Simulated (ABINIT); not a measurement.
Runs of ABINIT 10.8.3 (patched build) on BN. The structure is hexagonal, space group P6_3mc (No. 186). Conventional cell: a = 2.554 Å, b = 2.554 Å, c = 4.227 Å, α = 90.00°, β = 90.00°, γ = 120.00°. Around N (site symmetry 3m) lie 4 B at 1.57 to 1.58 Å. Around B (site symmetry 3m) lie 4 N at 1.57 to 1.58 Å. Measurements of this composition are mostly on another form, of space group No. 194.

```csv
task,level,potentials or basis,cell,k mesh,cutoff (eV),smearing,fine-grid cutoff,stop of the response cycle (tolvrs),acoustic sum rule (asr),cutoff smearing ecutsm (Ha),optimiser,mesh quality,gap on the mesh (eV),pressure (GPa),largest force (eV/Å)
band structure,r2SCAN,JTH PAW PBE v2.0,as given,12 × 12 × 6,844,fermi-dirac 0.05 eV,1442.2 eV,-,-,-,-,not flagged,5.71,-,(a)
band structure,PBEsol,JTH PAW PBE v2.0,as given,12 × 12 × 6,844,fermi-dirac 0.05 eV,1442.2 eV,-,-,-,-,not flagged,4.96,-5.8,0.01
band structure,BLYP,JTH PAW PBE v2.0,as given,12 × 12 × 6,844,fermi-dirac 0.05 eV,1442.2 eV,-,-,-,-,not flagged,(b),6.2,0.03
single point,PBE,PseudoDojo NC SR PBE v0.4.1 standard,as given,9 × 9 × 4,952,fermi-dirac 0.05 eV,-,-,-,-,-,not flagged,5.27,-1.6,0.02
band structure,revPBE,JTH PAW PBE v2.0,as given,12 × 12 × 6,844,fermi-dirac 0.05 eV,1442.2 eV,-,-,-,-,not flagged,5.24,4.1,0.01
dielectric tensor,PBE,PseudoDojo NC SR PBE v0.4.1 standard,as given,"8 × 8 × 4, shifted",952,fixed,-,1e-08,2,-,-,coarse,-,-1.6,0.01
relaxation of cell and atoms,RPBE+D4,SPMS NC PBE v1.0,relaxed,10 × 10 × 5,925,fixed,-,-,-,0.5,BFGS,not flagged,5.53,0.0,0.01
```

Alike in all rows: no spin polarisation.

**Question.** Fill in the values left out.

**Answer.** (a) 0.04; (b) 5.58.

Caveats: some runs use coarse meshes; the PAW data sets were made with another functional, which shifts forces and pressure a little (some runs); an odd mesh through Γ misses points on the zone boundary, where band edges often lie (some runs); the potentials were made for another functional, which shifts forces and pressure (some runs).

Not every run made on this cell is shown here.
